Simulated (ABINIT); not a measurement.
Here is an ABINIT 10.8.3 (patched build) calculation.

run.abi

```
# Pseudopotentials
pp_dirpath "./"
pseudos "Au.GGA_PBE-ansatz_soft_1.xml"

# Structure
acell 3*1.0
rprim
     0.0000000000     3.8455926636     3.8455926636
     3.8455926636     0.0000000000     3.8455926636
     3.8455926636     3.8455926636     0.0000000000
ntypat 1
znucl 79
natom 1
typat 1
chkprim 0
chksymtnons 0
tolsym 1.0e-6
xred
            0.0            0.0            0.0

# Plane-wave basis
ecut 15.4
pawecutdg 30.8
pawxcdev 0
pawovlp -1
ecutsm 0.5

# k points
kptopt 1
ngkpt 8 8 8
nshiftk 1
shiftk 0.0 0.0 0.0

# Exchange and correlation
ixc 11

# Bands and occupations
nband 14
occopt 3
tsmear 0.05 eV

# SCF cycle
nstep 80
tolvrs 1.0e-10

# Output
iomode 3
prteig 0
prtebands 0
prtwf 0
prtden 0

# Relaxation
ionmov 2
optcell 2
ntime 50
tolmxf 2.0e-5
dilatmx 1.08
```

Potentials or basis: Ansatz PAW PBE generated set soft_1, frozen core.

Run with:

```bash
$ mpirun --bind-to none -np 4 abinit run.abi > log 2>&1
```

Question: Predict the relaxed cell.

Answer: a = 2.943 Å, b = 2.943 Å, c = 2.943 Å, α = 60.00°, β = 60.00°, γ = 60.00°.

Question: What does it give for the relaxed volume?

Answer: 18.02 Å³/atom.

Question: Predict the space group after relaxing (to 0.05 Å).

Answer: Fm-3m (No. 225).

Final structure:
```
CELL_PARAMETERS angstrom
0.00000 2.08076 2.08076
2.08076 0.00000 2.08076
2.08076 2.08076 0.00000
ATOMIC_POSITIONS crystal
Au 0.00000 0.00000 0.00000
```

The run has no spin-orbit coupling, so splittings on Au are missing. Zero-point motion and thermal expansion aren't in these numbers.
